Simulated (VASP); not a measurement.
# TiO2 (Anatase) (I4_1/amd) in VASP: notebook

The runs below take TiO2 (Anatase) through single point, with PBE.

All numbers are computed with VASP 6.6.1; they aren't measurements. Logs are shortened: lines on timing, memory, paths and dates and some standing lists are left out, and cuts for length are marked.

**1. The crystal as given**

The structure is tetragonal, space group I4_1/amd (No. 141). Conventional cell: a = 3.784 Å, b = 3.784 Å, c = 9.515 Å, α = 90.00°, β = 90.00°, γ = 90.00°. Around Ti (site symmetry -4m2) lie 6 O at 1.93 to 1.98 Å. Around O (site symmetry 2mm) lie 3 Ti at 1.93 to 1.98 Å.

**2. Single point, PBE**

Input file INCAR:

```
PREC = Accurate ; ENCUT = 900
EDIFF = 1E-8 ; ISMEAR = 0
SIGMA = 0.05 ; LREAL = False
LASPH = True ; NELM = 100
ALGO = Normal ; ISIF = 2
LWAVE = False ; LCHARG = False
GGA = PE ; ADDGRID = False
```

Input file KPOINTS:

```
regular mesh
0
Gamma
  9 9 9
```

Input file POSCAR:

```
TiO2
1.0
   -1.8921000000      1.8921000000      4.7573000000
    1.8921000000     -1.8921000000      4.7573000000
    1.8921000000      1.8921000000     -4.7573000000
Ti O
2 4
Direct
    0.7500000000      0.2500000000      0.5000000000
    0.0000000000      0.0000000000      0.0000000000
    0.7919000000      0.7919000000      0.0000000000
    0.5419000000      0.0419000000      0.5000000000
    0.9581000000      0.4581000000      0.5000000000
    0.2081000000      0.2081000000      0.0000000000
```

Potentials or basis: VASP PAW PBE potentials, release 64 (Ti, O).

Launch:

```bash
> cat potpaw_PBE.64/Ti/POTCAR potpaw_PBE.64/O/POTCAR > POTCAR
> mpirun -np 1 vasp_std > vasp.out
```

OUTCAR:

```text
PREC = Accurate
   ENCUT = 900
   EDIFF = 1E-8
   ISMEAR = 0
   LREAL = False
   LASPH = True
   NELM = 100
   ISIF = 2
   GGA = PE

 ion  position               nearest neighbor table
   1  0.750  0.250  0.500-   3 1.93   6 1.93   3 1.93   6 1.93   5 1.98   4 1.98   2 3.04   2 3.04
                             2 3.04   2 3.04
   2  0.000  0.000  0.000-   4 1.93   5 1.93   4 1.93   5 1.93   3 1.98   6 1.98   1 3.04   1 3.04
                             1 3.04   1 3.04
   3  0.792  0.792  0.000-   1 1.93   1 1.93   2 1.98
   4  0.542  0.042  0.500-   2 1.93   2 1.93   1 1.98
   5  0.958  0.458  0.500-   2 1.93   2 1.93   1 1.98
   6  0.208  0.208  0.000-   1 1.93   1 1.93   2 1.98

  LATTYP: Found a body centered tetragonal cell.
 ALAT       =     3.7842000000
 C/A-ratio  =     2.5142962846

  Lattice vectors:

 A1 = (  -1.8921000000,   1.8921000000,   4.7573000000)
 A2 = (   1.8921000000,  -1.8921000000,   4.7573000000)
 A3 = (   1.8921000000,   1.8921000000,  -4.7573000000)

Analysis of symmetry for initial positions (statically):
=====================================================================
 Subroutine PRICEL returns:
 Original cell was already a primitive cell.

 Routine SETGRP: Setting up the symmetry group for a
 body centered tetragonal supercell.

 Subroutine GETGRP returns: Found 16 space group operations
 (whereof  8 operations were pure point group operations)
 out of a pool of 16 trial point group operations.

The static configuration has the point symmetry D_2d.
 The point group associated with its full space group is D_4h.

Analysis of symmetry for dynamics (positions and initial velocities):
=====================================================================
 Subroutine PRICEL returns:
 Original cell was already a primitive cell.

 Routine SETGRP: Setting up the symmetry group for a
 body centered tetragonal supercell.

 Subroutine GETGRP returns: Found 16 space group operations
 (whereof  8 operations were pure point group operations)
 out of a pool of 16 trial point group operations.

The dynamic configuration has the point symmetry D_2d.
 The point group associated with its full space group is D_4h.

 Subroutine INISYM returns: Found 16 space group operations
 (whereof  8 operations are pure point group operations),
 and found     1 'primitive' translations

----------------------------------------------------------------------------------------

                                     Primitive cell

  volume of cell :      68.1253

  direct lattice vectors                    reciprocal lattice vectors
    -1.892100000  1.892100000  4.757300000     0.000000000  0.264256646  0.105101633
     1.892100000 -1.892100000  4.757300000     0.264256646  0.000000000  0.105101633
     1.892100000  1.892100000 -4.757300000     0.264256646  0.264256646  0.000000000

  length of vectors
     5.458203744  5.458203744  5.458203744     0.284390450  0.284390450  0.373715333

  position of ions in fractional coordinates (direct lattice)
     0.750000000  0.250000000  0.500000000
     0.000000000  0.000000000  0.000000000
     0.791900000  0.791900000  0.000000000
     0.541900000  0.041900000  0.500000000
     0.958100000  0.458100000  0.500000000
     0.208100000  0.208100000  0.000000000

  ion indices of the primitive-cell ions
   primitive index   ion index
                 1           1
                 2           2
                 3           3
                 4           4
                 5           5
                 6           6

----------------------------------------------------------------------------------------

 KPOINTS: regular mesh

Automatic generation of k-mesh.
 Grid dimensions read from file:
 generate k-points for:    9    9    9

 Generating k-lattice:

  Cartesian coordinates                     Fractional coordinates (reciprocal lattice)
     0.000000000  0.029361850  0.011677959     0.111111111  0.000000000 -0.000000000
     0.029361850  0.000000000  0.011677959     0.000000000  0.111111111 -0.000000000
     0.029361850  0.029361850  0.000000000     0.000000000  0.000000000  0.111111111

  Length of vectors
     0.031598939  0.031598939  0.041523926

  Shift w.r.t. Gamma in fractional coordinates (k-lattice)
     0.000000000  0.000000000  0.000000000

 Subroutine IBZKPT returns following result:
 ===========================================

 Found     75 irreducible k-points:

 Following reciprocal coordinates:
            Coordinates               Weight
  0.000000  0.000000  0.000000      1.000000
  0.111111  0.000000  0.000000      8.000000
  0.222222  0.000000  0.000000      8.000000
  0.333333  0.000000  0.000000      8.000000
  0.444444  0.000000  0.000000      8.000000
  0.111111  0.111111  0.000000      8.000000
[... 16 lines left out ...]
 -0.333333  0.333333  0.000000      4.000000
  0.444444  0.444444  0.000000      8.000000
 [... further k-points ...]
   k-points           NKPTS =     75   k-points in BZ     NKDIM =     75   number of bands    NBANDS=     20
   number of dos      NEDOS =    301   number of ions     NIONS =      6
   total plane-waves  NPLWV = 157464
   dimension x,y,z NGX =    54 NGY =   54 NGZ =   54
   dimension x,y,z NGXF=   108 NGYF=  108 NGZF=  108
   ions per type =               2   4
   NGX,Y,Z   is equivalent  to a cutoff of  16.45, 16.45, 16.45 a.u.
   NGXF,Y,Z  is equivalent  to a cutoff of  32.89, 32.89, 32.89 a.u.
 SYSTEM =  unknown system
   PREC   = accura    normal or accurate (medium, high low for compatibility)
   ISTART =      0    job   : 0-new  1-cont  2-samecut
   ICHARG =      2    charge: 1-file 2-atom 10-const
   ISPIN  =      1    spin polarized calculation?
   LNONCOLLINEAR =      F non collinear calculations
   LSORBIT =      F    spin-orbit coupling
   LASPH  =      T    aspherical Exc in radial PAW
   ENCUT  =  900.0 eV  66.15 Ry    8.13 a.u.  13.35 13.35 13.35*2*pi/ulx,y,z
   NELM   =    100;   NELMIN=  2; NELMDL= -5     # of ELM steps
   EDIFF  = 0.1E-07   stopping-criterion for ELM
   LREAL  =      F    real-space projection
   EDIFFG = 0.1E-06   stopping-criterion for IOM
   NSW    =      0    number of steps for IOM
   IBRION =     -1    ionic relax: 0-MD 1-quasi-New 2-CG
   NFREE  =      0    steps in history (QN), initial steepest desc. (CG)
   ISIF   =      2    stress and relaxation
   ISYM   =      2    0-nonsym 1-usesym 2-fastsym
   POTIM  = 0.5000    time-step for ionic-motion
   TEBEG  =    0.0;   TEEND  =   0.0 temperature during run
   PSTRESS=    0.0 pullay stress
   NELECT =      32.0000    total number of electrons
   NUPDOWN=      -1.0000    fix difference up-down
   EMIN   =  10.00;   EMAX   =-10.00  energy-range for DOS
[... 5 lines left out ...]
     AMIX     =   0.40;   BMIX     =  1.00
     AMIX_MAG =   1.60;   BMIX_MAG =  1.00
  volume/ion in A,a.u.               =      11.35        76.62
  Fermi-wavevector in a.u.,A,eV,Ry     =   1.272590  2.404847 22.034444  1.619486
  Thomas-Fermi vector in A             =   2.405460
   LORBIT       =      0    0 simple, 1 ext, 2 COOP (PROOUT), +10 PAW based schemes
   GGA     = PE    functional components
   LHFCALC =     F    Hartree Fock is set to
   AEXX    =    0.0000 exact exchange contribution
   IVDW    =     0    specifies the selected vdW correction
   LEPSILON=     F    determine dielectric tensor
   LRPA    =     F    only Hartree local field effects (RPA)
 non-spin polarized calculation
 Gauss-broadening in eV      SIGMA  =   0.05
  energy-cutoff  :      900.00
  volume of cell :       68.13
 maximum number of plane-waves:      4207
 NGX is ok and might be reduce to    54
   NGX = 27   NGY = 27   NGZ = 27

 number of electron      32.0000000 magnetization

 Free energy of the ion-electron system (eV)
  ---------------------------------------------------
  ext. energy  EPLUGINS =         0.00000000
  ---------------------------------------------------
  free energy    TOTEN  =       -52.94364148 eV

  energy without entropy =      -52.94364148  energy(sigma->0) =      -52.94364148

 E-fermi :   0.9048     XC(G=0): -10.5249

 val. band max:        0.7019020184   @ k =  -0.4444   0.4444   0.0000
 cond. band min:       2.6412527069   @ k =   0.0000   0.0000   0.0000
 fundamental gap:      1.9393506884
 Fermi energy:         0.9047824659

 k-point     1 :       0.0000    0.0000    0.0000
  band No.  band energies     occupation
      1     -16.9992      2.00000
      2     -15.9518      2.00000
      3     -15.9393      2.00000
      4     -15.4730      2.00000
      5      -3.2754      2.00000
      6      -3.1590      2.00000
[... 12 lines left out ...]
     19       4.4709      0.00000
     20       4.4711      0.00000

 k-point     2 :       0.1111    0.0000    0.0000
  band No.  band energies     occupation
      1     -16.9396      2.00000
      2     -15.9384      2.00000
      3     -15.9080      2.00000
      4     -15.4690      2.00000
      5      -3.3584      2.00000
      6      -3.2762      2.00000
[... 12 lines left out ...]
     19       4.1432      0.00000
     20       4.3119      0.00000

 k-point     3 :       0.2222    0.0000    0.0000
  band No.  band energies     occupation
      1     -16.7859      2.00000
      2     -15.8877      2.00000
      3     -15.8404      2.00000
      4     -15.4617      2.00000
      5      -3.7264      2.00000
      6      -3.2622      2.00000
[... 12 lines left out ...]
     19       3.8404      0.00000
     20       4.1195      0.00000

 k-point     4 :       0.3333    0.0000    0.0000
  band No.  band energies     occupation
      1     -16.6095      2.00000
      2     -15.7931      2.00000
      3     -15.7754      2.00000
      4     -15.4703      2.00000
      5      -3.9515      2.00000
      6      -3.2005      2.00000
[... 12 lines left out ...]
     19       4.0543      0.00000
     20       4.1062      0.00000

 k-point     5 :       0.4444    0.0000    0.0000
  band No.  band energies     occupation
      1     -16.4979      2.00000
      2     -15.7403      2.00000
      3     -15.6660      2.00000
      4     -15.5247      2.00000
      5      -3.8755      2.00000
      6      -3.4027      2.00000
[... 12 lines left out ...]
     19       4.0578      0.00000
     20       4.1475      0.00000

 k-point     6 :       0.1111    0.1111    0.0000
  band No.  band energies     occupation
      1     -16.8640      2.00000
      2     -15.9383      2.00000
      3     -15.8735      2.00000
      4     -15.4734      2.00000
      5      -3.4059      2.00000
      6      -3.2958      2.00000
[... 12 lines left out ...]
     19       4.0031      0.00000
     20       4.2348      0.00000

 k-point     7 :       0.2222    0.1111    0.0000
  band No.  band energies     occupation
      1     -16.6955      2.00000
      2     -15.8973      2.00000
      3     -15.8053      2.00000
      4     -15.4714      2.00000
      5      -3.7438      2.00000
      6      -3.3145      2.00000
[... 12 lines left out ...]
     19       3.8140      0.00000
     20       4.1665      0.00000
[... 277 lines left out ...]
 k-point    20 :       0.3333    0.3333    0.0000
  band No.  band energies     occupation
      1     -16.0724      2.00000
      2     -15.7967      2.00000
      3     -15.5680      2.00000
      4     -15.4635      2.00000
      5      -4.0010      2.00000
      6      -3.9140      2.00000
[... 12 lines left out ...]
     19       3.9846      0.00000
     20       4.1617      0.00000

 k-point    21 :       0.4444    0.3333    0.0000
  band No.  band energies     occupation
      1     -15.9772      2.00000
      2     -15.7090      2.00000
      3     -15.5080      2.00000
      4     -15.4697      2.00000
      5      -3.9520      2.00000
      6      -3.8837      2.00000
[... 12 lines left out ...]
     19       4.1228      0.00000
     20       4.2689      0.00000

 k-point    22 :      -0.4444    0.3333   -0.0000
  band No.  band energies     occupation
      1     -16.0537      2.00000
      2     -15.6337      2.00000
      3     -15.5528      2.00000
      4     -15.4177      2.00000
      5      -3.9852      2.00000
      6      -3.7384      2.00000
[... 12 lines left out ...]
     19       4.0874      0.00000
     20       4.3452      0.00000

 k-point    23 :      -0.3333    0.3333    0.0000
  band No.  band energies     occupation
      1     -16.2220      2.00000
      2     -15.6385      2.00000
      3     -15.6362      2.00000
      4     -15.3894      2.00000
      5      -4.0420      2.00000
      6      -3.7844      2.00000
[... 12 lines left out ...]
     19       3.9835      0.00000
     20       4.3183      0.00000

 k-point    24 :       0.4444    0.4444    0.0000
  band No.  band energies     occupation
      1     -15.7742      2.00000
      2     -15.7413      2.00000
      3     -15.4604      2.00000
      4     -15.4493      2.00000
      5      -3.8796      2.00000
      6      -3.8641      2.00000
[... 12 lines left out ...]
     19       4.2733      0.00000
     20       4.3061      0.00000

 [... further k-points ...]
[... 5 lines left out ...]
  --------------------------------------------------------------------------------------
  -------------------------------------------------------------------------------------
  Total        3.5820891      3.5820891      3.7846933      0.0000000      0.0000000      0.0000000
  in kB       84.2438622     84.2438622     89.0087239      0.0000000      0.0000000      0.0000000
  external PRESSURE =      85.8321494 kB  Pullay stress =       0.0000000 kB

 VOLUME and BASIS-vectors are now :
 -----------------------------------------------------------------------------
  energy-cutoff  :      900.00
  volume of cell :       68.13
      direct lattice vectors                 reciprocal lattice vectors
    -1.892100000  1.892100000  4.757300000     0.000000000  0.264256646  0.105101633
     1.892100000 -1.892100000  4.757300000     0.264256646  0.000000000  0.105101633
     1.892100000  1.892100000 -4.757300000     0.264256646  0.264256646  0.000000000

 POSITION                                       TOTAL-FORCE (eV/Angst)
 -----------------------------------------------------------------------------------
      0.00000      1.89210      2.37865         0.000000      0.000000      0.000000
      0.00000      0.00000      0.00000         0.000000      0.000000      0.000000
      0.00000      0.00000      7.53461         0.000000     -0.000000     -0.163578
      0.00000      1.89210      0.39866        -0.000000      0.000000     -0.163578
      0.00000      1.89210      4.35864        -0.000000      0.000000      0.163578
      0.00000      0.00000      1.97999         0.000000     -0.000000      0.163578
 -----------------------------------------------------------------------------------
    total drift:                               -0.000000      0.000000     -0.000000

  FREE ENERGIE OF THE ION-ELECTRON SYSTEM (eV)
  ---------------------------------------------------
  free  energy   TOTEN  =       -52.9436414776 eV

  energy  without entropy=      -52.9436414776  energy(sigma->0) =      -52.94364148
```

Wall time 8.9 min (1 thread of Intel Xeon Platinum 8488C (Sapphire Rapids), shared host); peak memory 0.52 GiB.

What came out:

```yaml
Free_energy: -52.9436 eV
Pressure: 8.6 GPa
Largest_force: 0.164 eV/Å
Band_gap_on_the_k_mesh: 1.94 eV, indirect (least direct gap 2.27 eV)
```

Forces on the atoms (eV/Å):
```
Ti   0.000  0.000  0.000
Ti   0.000  0.000  0.000
O    0.000  0.000 -0.164
O    0.000  0.000 -0.164
O    0.000  0.000  0.164
O    0.000  0.000  0.164
```

Stress tensor (GPa, compression positive):
```
8.42 0.00 0.00
0.00 8.42 0.00
0.00 0.00 8.90
```

Caveat: an odd mesh through Γ misses points on the zone boundary, where band edges often lie.

**3. Single point, PBE**

Input file INCAR:

```
PREC = Accurate ; ENCUT = 520
EDIFF = 1E-7 ; ISMEAR = 0
SIGMA = 0.05 ; LREAL = False
LASPH = True ; NELM = 100
ALGO = Normal ; ISIF = 2
LWAVE = False ; LCHARG = False
GGA = PE ; ADDGRID = False
```

Input file KPOINTS:

```
regular mesh
0
Gamma
  7 7 7
```

POSCAR is that of step 2.

Potentials or basis: VASP PAW PBE potentials, release 64 (Ti, O).

Launch:

```bash
> cat potpaw_PBE.64/Ti/POTCAR potpaw_PBE.64/O/POTCAR > POTCAR
> mpirun -np 1 vasp_std > vasp.out
```

Run time: 1.8 min. Hardware: 1 thread of Intel Xeon Platinum 8488C (Sapphire Rapids), shared host; peak memory 0.28 GiB.

These settings aren't checked as converged: the numbers below hold their error.

What came out:

```
Free energy            : -52.9146 eV
Pressure               : 8.5 GPa
Largest force          : 0.167 eV/Å
Band gap on the k mesh : 1.94 eV, indirect (least direct gap 2.26 eV)
```

Caveat: an odd mesh through Γ misses points on the zone boundary, where band edges often lie.

**4. For comparison**

An earlier run on the cell as given: functional PBEsol; potentials or basis VASP PAW PBE potentials, release 64 (Ti_sv, O); cutoff 520 eV; k mesh 10 × 10 × 10; occupations fermi-dirac, width 0.05 eV; no spin polarisation.

- Pressure: -0.4 GPa
- Largest force: 0.012 eV/Å
- Band gap on the k mesh: 2.06 eV, indirect (least direct gap 2.40 eV)
